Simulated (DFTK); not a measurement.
Runs of DFTK 0.8.2 on TePb. Symmetry: Pm-3m, No. 221, cubic system. Conventional cell: a = 4.002 Å, b = 4.002 Å, c = 4.002 Å, α = 90.00°, β = 90.00°, γ = 90.00°. Pb (site symmetry m-3m) is surrounded by 8 Te at 3.47 Å. Te (site symmetry m-3m) has 8 Pb at 3.47 Å as nearest neighbours. Measurements of this composition are mostly on another form, of space group No. 225.

| task | level | potentials or basis | k mesh | cutoff (eV) | valence electrons | mesh quality | gap on the mesh (eV) | pressure (GPa) | V0 of scaled cells (Å³/atom) | B0 (GPa) |
| --- | --- | --- | --- | --- | --- | --- | --- | --- | --- | --- |
| band structure | PBE | in-house norm-conserving set (PBE, scalar relativistic) | 6 × 6 × 6 | 1116 | Pb 14, Te 16 | not flagged | none | -0.4 | - | - |
| band structure | PBEsol | cp2k.nc.sr.pbe.v0_1.largecore.gth (PBE, GTH, large core) | 7 × 7 × 7 | 544 | Pb 4, Te 6 | not flagged | none | -1.6 | - | - |
| equation of state | PBE | dojo.nc.sr.pbe.v0_4_1.standard.upf (PBE) | 7 × 7 × 7 | 1088 | Pb 14, Te 16 | not flagged | - | - | 32.08 | 41 |
| equation of state | RPBE | SG15 1.2 (PBE) | 5 × 5 × 5 | 952 | Pb 14, Te 16 | not flagged | - | - | 33.05 | (b) |
| band structure | LDA | dojo.nc.sr.lda.v0_4_1.stringent.upf (LDA) | 5 × 5 × 5 | 1170 | Pb 22, Te 24 | not flagged | none | - | - | - |
| single point | PBE | dojo.nc.sr.pbe.v0_4_1.standard.upf (PBE) | 7 × 7 × 7 | 1088 | Pb 14, Te 16 | not flagged | none | (a) | - | - |

Alike in all rows: no spin polarisation; cell as given; smearing fermi-dirac 0.05 eV.

Question: Fill in the values left out.

Answer: (a) 0.0; (b) 36.

Caveats: spin-orbit coupling is left out, which moves the levels of the heavy elements (some runs); the potentials were made for another functional, which shifts forces and pressure (some runs); GTH potentials come without recommended cutoffs, and this one wasn't checked for convergence (some runs); this set keeps more shells in the core, which shifts pressures and gaps (some runs).

A k mesh can miss the band edges, and the runs leave out spin-orbit coupling on Pb, Te.

A gap of «none» marks a metal or a gap under the smearing width.
